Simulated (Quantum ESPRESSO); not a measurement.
# TePb (Fm-3m) in Quantum ESPRESSO: settings compared, part 3 of 4

Quantum ESPRESSO 7.5. The steps go on from the part before.

## (4) Phonons, LDA

pw.in reads:

```
&CONTROL
  calculation = 'scf'
  prefix = 'pwscf'
  outdir = './tmp'
  pseudo_dir = './pseudo'
  tprnfor = .true.
  tstress = .true.
  disk_io = 'low'
/
&SYSTEM
  ibrav = 0
  A = 4.56932402
  nat = 2
  ntyp = 2
  ecutwfc = 45
  ecutrho = 360
  nbnd = 16
  occupations = 'smearing'
  smearing = 'fd'
  degauss = 0.00367493
/
&ELECTRONS
  conv_thr = 4d-10
  electron_maxstep = 120
  mixing_beta = 0.5
/
ATOMIC_SPECIES
Pb   207.2000 pb_lda_v1.uspp.F.UPF
Te   127.6000 te_lda_v1.uspp.F.UPF
CELL_PARAMETERS alat
   0.0000000000    0.7071067812    0.7071067812
   0.7071067812    0.0000000000    0.7071067812
   0.7071067812    0.7071067812    0.0000000000
ATOMIC_POSITIONS alat
Pb     0.0000000000    0.0000000000    0.0000000000
Te     0.7071067812    0.7071067812    0.7071067812
K_POINTS automatic
2 2 2 1 1 1
```

relax.in reads:

```
&CONTROL
  calculation = 'vc-relax'
  prefix = 'pwscf'
  outdir = './tmp'
  pseudo_dir = './pseudo'
  tprnfor = .true.
  tstress = .true.
  disk_io = 'low'
  nstep = 40
  forc_conv_thr = 0.0001
  etot_conv_thr = 1d-06
/
&SYSTEM
  ibrav = 0
  A = 4.56932402
  nat = 2
  ntyp = 2
  ecutwfc = 45
  ecutrho = 360
  nbnd = 16
  occupations = 'smearing'
  smearing = 'fd'
  degauss = 0.00367493
/
&ELECTRONS
  conv_thr = 4d-10
  electron_maxstep = 120
  mixing_beta = 0.5
/
&IONS
  ion_dynamics = 'bfgs'
/
&CELL
  cell_dynamics = 'bfgs'
  press = 0
  press_conv_thr = 0.2
/
ATOMIC_SPECIES
Pb   207.2000 pb_lda_v1.uspp.F.UPF
Te   127.6000 te_lda_v1.uspp.F.UPF
CELL_PARAMETERS alat
   0.0000000000    0.7071067812    0.7071067812
   0.7071067812    0.0000000000    0.7071067812
   0.7071067812    0.7071067812    0.0000000000
ATOMIC_POSITIONS alat
Pb     0.0000000000    0.0000000000    0.0000000000
Te     0.7071067812    0.7071067812    0.7071067812
K_POINTS automatic
2 2 2 1 1 1
```

scf2.in reads:

```
&CONTROL
  calculation = 'scf'
  prefix = 'pwscf'
  outdir = './tmp'
  pseudo_dir = './pseudo'
  tprnfor = .true.
  tstress = .true.
  disk_io = 'low'
/
&SYSTEM
  ibrav = 0
  A = 4.44875141
  nat = 2
  ntyp = 2
  ecutwfc = 45
  ecutrho = 360
  nbnd = 16
  occupations = 'fixed'
/
&ELECTRONS
  conv_thr = 1d-13
  electron_maxstep = 120
  mixing_beta = 0.5
  startingpot = 'file'
  startingwfc = 'file'
/
ATOMIC_SPECIES
Pb   207.2000 pb_lda_v1.uspp.F.UPF
Te   127.6000 te_lda_v1.uspp.F.UPF
CELL_PARAMETERS alat
   0.0000000000    0.7071067807    0.7071067807
   0.7071067807    0.0000000000    0.7071067807
   0.7071067807    0.7071067807    0.0000000000
ATOMIC_POSITIONS alat
Pb     0.0000000000    0.0000000000    0.0000000000
Te     0.7071067807    0.7071067807    0.7071067807
K_POINTS automatic
2 2 2 1 1 1
```

ph.in reads:

```
phonons of TePb
&INPUTPH
  prefix = 'pwscf'
  outdir = './tmp'
  tr2_ph = 1d-18
  fildyn = 'dyn'
  niter_ph = 90
  alpha_mix(1) = 0.7
  epsil = .true.
/
0.0000000000 0.0000000000 0.0000000000
```

dynmat.in reads:

```
&INPUT
  fildyn = 'dyn'
  asr = 'crystal'
  lperm = .true.
  filout = 'dynmat.disp'
  fileig = 'dynmat.eig'
/
```

dynmat_lo.in reads:

```
&INPUT
  fildyn = 'dyn'
  asr = 'crystal'
  filout = 'dynmat_lo.disp'
  fileig = 'dynmat_lo.eig'
  q(1) = 0
  q(2) = 0
  q(3) = 1
/
```

Potentials or basis: GBRV 1.5 LDA.

The run is started by

```
$ OMP_NUM_THREADS=1 pw.x -in pw.in > pw.out
$ OMP_NUM_THREADS=1 pw.x -in relax.in > relax.out
$ OMP_NUM_THREADS=1 pw.x -in scf2.in > scf2.out
$ OMP_NUM_THREADS=1 ph.x -in ph.in > ph.out
$ OMP_NUM_THREADS=1 dynmat.x -in dynmat.in > dynmat.out
$ OMP_NUM_THREADS=1 dynmat.x -in dynmat_lo.in > dynmat_lo.out
```

pw.out:

```text
This program is part of the open-source Quantum ESPRESSO suite
     for quantum simulation of materials; please cite
[... 9 lines left out ...]
     --------------------
     sticks:   dense  smooth     PW     G-vecs:    dense   smooth      PW
     Sum        1843     925    253                52345    18499    2741

     Using Slab Decomposition

     bravais-lattice index     =            0
     lattice parameter (alat)  =       8.6348  a.u.
     unit-cell volume          =     455.2369 (a.u.)^3
     number of atoms/cell      =            2
     number of atomic types    =            2
     number of electrons       =        20.00
     number of Kohn-Sham states=           16
     kinetic-energy cutoff     =      45.0000  Ry
     charge density cutoff     =     360.0000  Ry
     scf convergence threshold =      4.0E-10
     mixing beta               =       0.5000
     number of iterations used =            8  plain     mixing
     Exchange-correlation= SLA  PZ   NOGX NOGC
                           (   1   1   0   0   0   0   0)

     celldm(1)=   8.634771  celldm(2)=   0.000000  celldm(3)=   0.000000
     celldm(4)=   0.000000  celldm(5)=   0.000000  celldm(6)=   0.000000

     crystal axes: (cart. coord. in units of alat)
               a(1) = (   0.000000   0.707107   0.707107 )
               a(2) = (   0.707107   0.000000   0.707107 )
               a(3) = (   0.707107   0.707107   0.000000 )

     reciprocal axes: (cart. coord. in units 2 pi/alat)
               b(1) = ( -0.707107  0.707107  0.707107 )
               b(2) = (  0.707107 -0.707107  0.707107 )
               b(3) = (  0.707107  0.707107 -0.707107 )

     PseudoPot. # 1 for Pb read from file:
     pb_lda_v1.uspp.F.UPF
     Pseudo is Ultrasoft + core correction, Zval = 14.0
     Generated by new atomic code, or converted to UPF format
     Using radial grid of  899 points,  6 beta functions with:
                l(1) =   0
                l(2) =   0
                l(3) =   1
                l(4) =   1
                l(5) =   2
                l(6) =   2
     Q(r) pseudized with  6 coefficients,  rinner =    1.000   1.000   1.000
                                                       1.000   1.000

     PseudoPot. # 2 for Te read from file:
     te_lda_v1.uspp.F.UPF
     Pseudo is Ultrasoft + core correction, Zval =  6.0
     Generated by new atomic code, or converted to UPF format
     Using radial grid of  891 points,  5 beta functions with:
                l(1) =   0
                l(2) =   0
                l(3) =   1
                l(4) =   1
                l(5) =   2
     Q(r) pseudized with  6 coefficients,  rinner =    1.800   1.800   1.800
                                                       1.800   1.800

     atomic species   valence    mass     pseudopotential
     Pb               14.00   207.20000     Pb( 1.00)
     Te                6.00   127.60000     Te( 1.00)

     48 Sym. Ops., with inversion, found

   Cartesian axes

     site n.     atom                  positions (alat units)
         1        Pb     tau(   1) = (   0.0000000   0.0000000   0.0000000  )
         2        Te     tau(   2) = (   0.7071068   0.7071068   0.7071068  )

     number of k points=     2  Fermi-Dirac smearing, width (Ry)=  0.0037
                       cart. coord. in units 2pi/alat
        k(    1) = (   0.1767767   0.1767767   0.1767767), wk =   0.5000000
        k(    2) = (  -0.1767767  -0.1767767   0.5303301), wk =   1.5000000

     Dense  grid:    52345 G-vectors     FFT dimensions: (  54,  54,  54)

     Smooth grid:    18499 G-vectors     FFT dimensions: (  40,  40,  40)

     Initial potential from superposition of free atoms

     starting charge      19.9980, renormalised to      20.0000

     negative rho (up, down):  1.592E-02 0.000E+00
     Starting wfcs are   13 randomized atomic wfcs +    3 random wfcs

     Self-consistent Calculation

     iteration #  1     ecut=    45.00 Ry     beta= 0.50
     Davidson diagonalization with overlap
     ethr =  1.00E-02,  avg # of iterations =  6.5

     Threshold (ethr) on eigenvalues was too large:
     Diagonalizing with lowered threshold

     Davidson diagonalization with overlap
     ethr =  1.01E-04,  avg # of iterations =  3.0

     negative rho (up, down):  1.548E-02 0.000E+00

     total energy              =    -190.66052814 Ry
     estimated scf accuracy    <       0.01981641 Ry

     iteration #  2     ecut=    45.00 Ry     beta= 0.50
     Davidson diagonalization with overlap
     ethr =  9.91E-05,  avg # of iterations =  2.0
[... 19 lines left out ...]
     negative rho (up, down):  1.563E-02 0.000E+00

     total energy              =    -190.66553372 Ry
     estimated scf accuracy    <       0.00000255 Ry

     iteration #  5     ecut=    45.00 Ry     beta= 0.50
     Davidson diagonalization with overlap
     c_bands:  1 eigenvalues not converged
     ethr =  1.28E-08,  avg # of iterations = 17.5

     negative rho (up, down):  1.565E-02 0.000E+00

     total energy              =    -190.66556561 Ry
     estimated scf accuracy    <       0.00000086 Ry

     iteration #  6     ecut=    45.00 Ry     beta= 0.50
     Davidson diagonalization with overlap
     ethr =  4.28E-09,  avg # of iterations =  3.5
[... 24 lines left out ...]
     iteration #  9     ecut=    45.00 Ry     beta= 0.50
     Davidson diagonalization with overlap
     ethr =  2.30E-11,  avg # of iterations =  5.5

     negative rho (up, down):  1.577E-02 0.000E+00

     End of self-consistent calculation

          k = 0.1768 0.1768 0.1768 (  2316 PWs)   bands (ev):

    -9.4091  -9.4091  -9.3875  -9.3803  -9.3803  -4.5027   0.0132   5.8941
     5.8941   6.3978   9.1829   9.5354   9.5354  13.0970  14.0321  14.0321

          k =-0.1768-0.1768 0.5303 (  2319 PWs)   bands (ev):

    -9.4417  -9.4030  -9.3890  -9.3715  -9.3671  -3.5287  -0.9332   3.8962
     4.9584   5.1899  10.2137  10.4893  11.5525  12.3219  14.6085  16.3739

     the Fermi energy is     7.6560 ev

!    total energy              =    -190.66556518 Ry
     estimated scf accuracy    <          2.5E-10 Ry
     smearing contrib. (-TS)   =      -0.00000000 Ry
     internal energy E=F+TS    =    -190.66556518 Ry

     The total energy is F=E-TS. E is the sum of the following terms:
     one-electron contribution =     -46.22933139 Ry
     hartree contribution      =      35.16193643 Ry
     xc contribution           =     -77.49996014 Ry
     ewald contribution        =    -102.09821009 Ry

     convergence has been achieved in   9 iterations

     negative rho (up, down):  1.577E-02 0.000E+00

     Forces acting on atoms (cartesian axes, Ry/au):

     atom    1 type  1   force =    -0.00000000   -0.00000000    0.00000000
     atom    2 type  2   force =     0.00000000    0.00000000   -0.00000000

     Total force =     0.000000     Total SCF correction =     0.000000

     Computing stress (Cartesian axis) and pressure

     negative rho (up, down):  1.577E-02 0.000E+00
          total   stress  (Ry/bohr**3)                   (kbar)     P=      -37.74
  -0.00025655  -0.00000000   0.00000000          -37.74       -0.00        0.00
  -0.00000000  -0.00025655  -0.00000000           -0.00      -37.74       -0.00
   0.00000000  -0.00000000  -0.00025655            0.00       -0.00      -37.74

=------------------------------------------------------------------------------=
   JOB DONE.
=------------------------------------------------------------------------------=
```

scf2.out:

```text
This program is part of the open-source Quantum ESPRESSO suite
     for quantum simulation of materials; please cite
[... 9 lines left out ...]
     --------------------
     sticks:   dense  smooth     PW     G-vecs:    dense   smooth      PW
     Sum        1759     871    253                48455    17153    2637
[... 145 lines left out ...]
  -0.00000023   0.00000000  -0.00000000           -0.03        0.00       -0.00
   0.00000000  -0.00000023   0.00000000            0.00       -0.03        0.00
   0.00000000   0.00000000  -0.00000023            0.00        0.00       -0.03

=------------------------------------------------------------------------------=
   JOB DONE.
=------------------------------------------------------------------------------=
```

Run time: 5.1 min. Hardware: 1 thread of AMD EPYC, shared host; peak memory 0.22 GiB.

Results:

* Free energy: -2594.2013 eV
* Relaxed volume: 31.13 Å³/atom
* Relaxed cell: a = 4.449 Å, b = 4.449 Å, c = 4.449 Å, α = 60.00°, β = 60.00°, γ = 60.00°
* Space group after relaxing (to 0.05 Å): Fm-3m (No. 225)
* Pressure after relaxing: 0.0 GPa
* Highest phonon frequency at Γ, LO-TO splitting left out: 97 cm⁻¹

Final structure:
```cif
data_structure
_symmetry_space_group_name_H-M 'P 1'
_symmetry_Int_Tables_number 1
_cell_length_a 4.4488
_cell_length_b 4.4488
_cell_length_c 4.4488
_cell_angle_alpha 60.000
_cell_angle_beta 60.000
_cell_angle_gamma 60.000
_cell_volume 62.26
loop_
_atom_site_label
_atom_site_type_symbol
_atom_site_fract_x
_atom_site_fract_y
_atom_site_fract_z
_atom_site_occupancy
Pb1 Pb 0.00000 0.00000 0.00000 1
Te1 Te 0.50000 0.50000 0.50000 1
```

Phonon frequencies in cm⁻¹ (negative: imaginary):
| q point | frequencies |
| --- | --- |
| (0.000, 0.000, 0.000) | -6 -6 -6 97 97 97 |

Optical modes at Γ, degenerate ones joined, polar ones without the macroscopic field:
```
cm⁻¹  components  symmetry  active in
  97           3       T1u         IR
```

Caveat: the k mesh is coarse (spacing up to 0.84 Å⁻¹), so the values aren't converged. Spin-orbit coupling is left out, which matters for the levels of Pb, Te.

## (5) Phonons, PBE

Edit pw.in of step 4 so:

```diff
@@ -27,4 +27,4 @@
 ATOMIC_SPECIES
-Pb   207.2000 pb_lda_v1.uspp.F.UPF
-Te   127.6000 te_lda_v1.uspp.F.UPF
+Pb   207.2000 pb_pbe_v1.uspp.F.UPF
+Te   127.6000 te_pbe_v1.uspp.F.UPF
 CELL_PARAMETERS alat
```

Edit relax.in of step 4 so:

```diff
@@ -38,4 +38,4 @@
 ATOMIC_SPECIES
-Pb   207.2000 pb_lda_v1.uspp.F.UPF
-Te   127.6000 te_lda_v1.uspp.F.UPF
+Pb   207.2000 pb_pbe_v1.uspp.F.UPF
+Te   127.6000 te_pbe_v1.uspp.F.UPF
 CELL_PARAMETERS alat
```

scf2.in reads:

```
&CONTROL
  calculation = 'scf'
  prefix = 'pwscf'
  outdir = './tmp'
  pseudo_dir = './pseudo'
  tprnfor = .true.
  tstress = .true.
  disk_io = 'low'
/
&SYSTEM
  ibrav = 0
  A = 4.57134807
  nat = 2
  ntyp = 2
  ecutwfc = 45
  ecutrho = 360
  nbnd = 16
  occupations = 'fixed'
/
&ELECTRONS
  conv_thr = 1d-13
  electron_maxstep = 120
  mixing_beta = 0.5
  startingpot = 'file'
  startingwfc = 'file'
/
ATOMIC_SPECIES
Pb   207.2000 pb_pbe_v1.uspp.F.UPF
Te   127.6000 te_pbe_v1.uspp.F.UPF
CELL_PARAMETERS alat
   0.0000000000    0.7071067808    0.7071067808
   0.7071067808    0.0000000000    0.7071067808
   0.7071067808    0.7071067808    0.0000000000
ATOMIC_POSITIONS alat
Pb     0.0000000000    0.0000000000    0.0000000000
Te     0.7071067808    0.7071067808    0.7071067808
K_POINTS automatic
2 2 2 1 1 1
```

ph.in is that of step 4.

dynmat.in is that of step 4.

dynmat_lo.in is that of step 4.

Potentials or basis: GBRV 1.5 PBE.

The run is started by

```
$ OMP_NUM_THREADS=1 pw.x -in pw.in > pw.out
$ OMP_NUM_THREADS=1 pw.x -in relax.in > relax.out
$ OMP_NUM_THREADS=1 pw.x -in scf2.in > scf2.out
$ OMP_NUM_THREADS=1 ph.x -in ph.in > ph.out
$ OMP_NUM_THREADS=1 dynmat.x -in dynmat.in > dynmat.out
$ OMP_NUM_THREADS=1 dynmat.x -in dynmat_lo.in > dynmat_lo.out
```

pw.out:

```text
This program is part of the open-source Quantum ESPRESSO suite
     for quantum simulation of materials; please cite
[... 9 lines left out ...]
     --------------------
     sticks:   dense  smooth     PW     G-vecs:    dense   smooth      PW
     Sum        1843     925    253                52345    18499    2741

     Using Slab Decomposition

     bravais-lattice index     =            0
     lattice parameter (alat)  =       8.6348  a.u.
     unit-cell volume          =     455.2369 (a.u.)^3
     number of atoms/cell      =            2
     number of atomic types    =            2
     number of electrons       =        20.00
     number of Kohn-Sham states=           16
     kinetic-energy cutoff     =      45.0000  Ry
     charge density cutoff     =     360.0000  Ry
     scf convergence threshold =      4.0E-10
     mixing beta               =       0.5000
     number of iterations used =            8  plain     mixing
     Exchange-correlation= SLA  PW   PBE  PBE
                           (   1   4   3   4   0   0   0)

     celldm(1)=   8.634771  celldm(2)=   0.000000  celldm(3)=   0.000000
     celldm(4)=   0.000000  celldm(5)=   0.000000  celldm(6)=   0.000000

     crystal axes: (cart. coord. in units of alat)
               a(1) = (   0.000000   0.707107   0.707107 )
               a(2) = (   0.707107   0.000000   0.707107 )
               a(3) = (   0.707107   0.707107   0.000000 )

     reciprocal axes: (cart. coord. in units 2 pi/alat)
               b(1) = ( -0.707107  0.707107  0.707107 )
               b(2) = (  0.707107 -0.707107  0.707107 )
               b(3) = (  0.707107  0.707107 -0.707107 )

     PseudoPot. # 1 for Pb read from file:
[... 95 lines left out ...]
     total energy              =    -190.75670172 Ry
     estimated scf accuracy    <       0.00000644 Ry

     iteration #  5     ecut=    45.00 Ry     beta= 0.50
     Davidson diagonalization with overlap
     c_bands:  1 eigenvalues not converged
     ethr =  3.22E-08,  avg # of iterations = 13.5

     negative rho (up, down):  1.560E-02 0.000E+00

     total energy              =    -190.75673150 Ry
     estimated scf accuracy    <       0.00000124 Ry
[... 19 lines left out ...]
     iteration #  8     ecut=    45.00 Ry     beta= 0.50
     Davidson diagonalization with overlap
     ethr =  1.74E-10,  avg # of iterations =  5.5

     negative rho (up, down):  1.570E-02 0.000E+00

     End of self-consistent calculation

          k = 0.1768 0.1768 0.1768 (  2316 PWs)   bands (ev):

    -9.1731  -9.1731  -9.1558  -9.1486  -9.1486  -4.0954   0.4648   6.2236
     6.2236   6.7698   9.6131   9.9307   9.9307  13.4857  14.3526  14.3526

          k =-0.1768-0.1768 0.5303 (  2319 PWs)   bands (ev):

    -9.2041  -9.1670  -9.1573  -9.1403  -9.1359  -3.1160  -0.4954   4.2505
     5.2962   5.5536  10.6251  10.8817  11.9614  12.6953  15.8787  16.7706

     the Fermi energy is     7.9981 ev

!    total energy              =    -190.75673143 Ry
     estimated scf accuracy    <          2.7E-10 Ry
     smearing contrib. (-TS)   =      -0.00000000 Ry
     internal energy E=F+TS    =    -190.75673143 Ry

     The total energy is F=E-TS. E is the sum of the following terms:
     one-electron contribution =     -46.03505993 Ry
     hartree contribution      =      35.19981190 Ry
     xc contribution           =     -77.82327332 Ry
     ewald contribution        =    -102.09821009 Ry

     convergence has been achieved in   8 iterations

     negative rho (up, down):  1.570E-02 0.000E+00

     Forces acting on atoms (cartesian axes, Ry/au):

     atom    1 type  1   force =    -0.00000000   -0.00000000    0.00000000
     atom    2 type  2   force =     0.00000000    0.00000000   -0.00000000

     Total force =     0.000000     Total SCF correction =     0.000000

     Computing stress (Cartesian axis) and pressure

     negative rho (up, down):  1.570E-02 0.000E+00
          total   stress  (Ry/bohr**3)                   (kbar)     P=        0.70
   0.00000472  -0.00000000  -0.00000000            0.70       -0.00       -0.00
  -0.00000000   0.00000472  -0.00000000           -0.00        0.70       -0.00
  -0.00000000  -0.00000000   0.00000472           -0.00       -0.00        0.70

=------------------------------------------------------------------------------=
   JOB DONE.
=------------------------------------------------------------------------------=
```

scf2.out:

```text
This program is part of the open-source Quantum ESPRESSO suite
     for quantum simulation of materials; please cite
[... 9 lines left out ...]
     --------------------
     sticks:   dense  smooth     PW     G-vecs:    dense   smooth      PW
     Sum        1843     925    253                52393    18643    2741
[... 145 lines left out ...]
   0.00000074  -0.00000000   0.00000000            0.11       -0.00        0.00
  -0.00000000   0.00000074  -0.00000000           -0.00        0.11       -0.00
   0.00000000  -0.00000000   0.00000074            0.00       -0.00        0.11

=------------------------------------------------------------------------------=
   JOB DONE.
=------------------------------------------------------------------------------=
```

It took 4.6 min on 1 thread of AMD EPYC, shared host; peak memory 0.22 GiB.

Results:

- Free energy: -2595.3776 eV
- Relaxed volume: 33.77 Å³/atom
- Relaxed cell: a = 4.571 Å, b = 4.571 Å, c = 4.571 Å, α = 60.00°, β = 60.00°, γ = 60.00°
- Space group after relaxing (to 0.05 Å): Fm-3m (No. 225)
- Pressure after relaxing: 0.0 GPa
- Highest phonon frequency at Γ, LO-TO splitting left out: 84 cm⁻¹

Final structure:
```
Pb Te
1.0
     0.00000    3.23243    3.23243
     3.23243    0.00000    3.23243
     3.23243    3.23243    0.00000
Pb Te
1 1
Cartesian
  0.0000 0.0000 0.0000
  3.2324 3.2324 3.2324
```

Phonon frequencies in cm⁻¹ (negative: imaginary):
| q point | frequencies |
| --- | --- |
| (0.000, 0.000, 0.000) | -1 -1 -1 84 84 84 |

Optical modes at Γ, degenerate ones joined, polar ones without the macroscopic field:
| cm⁻¹ | components | symmetry | active in |
| --- | --- | --- | --- |
| 84 | 3 | T1u | IR |

Caveat: the k mesh is coarse (spacing up to 0.84 Å⁻¹), so the values aren't converged. The run has no spin-orbit coupling, so splittings on Pb, Te are missing.

(Continued in part 4 of 4.)
